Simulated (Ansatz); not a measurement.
The system is BAs.

```xyz
2
Lattice="2.1275 0.0000 0.0000 0.0000 3.1741 0.0000 0.0000 0.0000 4.9510" Properties=species:S:1:pos:R:3 pbc="T T T"
B     0.0000    1.5870    0.0000
As    1.0638    1.5870    2.4755
```

The cell was built by a generator and needn't be a form met in nature.

| Quantity | Value |
| --- | --- |
| Program | Ansatz 0.2.0 |
| Task | relaxation of cell and atoms |
| Functional | PBEsol |
| Dispersion | D4 |
| Potentials or basis | Ansatz PAW |
| Cutoff | 420 eV (not typed: the program's choice for these potentials) |
| k mesh | 12 × 8 × 6 |
| Occupations | fermi-dirac, width 0.05 eV |
| Spin | no spin polarisation |

At the start: volume 16.72 Å³/atom.

Q: Where does the relaxation end?

A: It ends after 23 steps and the volume is 12.34 Å³/atom (-26.2 %); space group P4/mmm (No. 123, to 0.05 Å).

The path:
```tsv
step	energy change (eV)	largest force (eV/Å)	volume (Å³)
1	0.0000	0.0000	33.43
2	-0.4134	0.0000	31.50
3	-0.7533	0.0000	30.32
4	-0.9864	0.0000	29.12
5	-1.2768	0.0000	27.75
6	-1.4658	0.0000	26.33
7	-1.4852	0.0000	26.93
8	-1.4996	0.0000	26.76
9	-1.5373	0.0000	26.48
10	-1.6459	0.0000	25.41
11	-1.8041	0.0000	24.41
12	-1.9051	0.0000	23.79
13	-2.0595	0.0000	23.73
14	-2.1839	0.0000	23.31
15	-2.1933	0.0000	24.15
16	-2.1959	0.0000	23.90
17	-2.1959	0.0000	23.90
18	-2.1959	0.0000	23.90
19	-2.3635	0.0000	23.90
20	-2.4015	0.0000	24.46
21	-2.4026	0.0000	24.70
22	-2.4026	0.0000	24.68
23	-2.4033	0.0000	24.68
```

Final structure:
```
CELL_PARAMETERS angstrom
3.10722 0.00000 0.00000
0.00000 2.54444 0.00000
0.00000 0.00000 3.12102
ATOMIC_POSITIONS crystal
B 0.00000 0.50000 0.00000
As 0.50000 0.50000 0.50000
```

Caveat: the volume moved by over 15 % at a fixed basis, so the end points are rough; the plane-wave basis is chosen anew once the cell has moved, so the energies of steps on either side of that aren't comparable; the PAW data sets come from PBE, with cores solved anew for the run's functional, which leaves a small shift of forces and pressure.
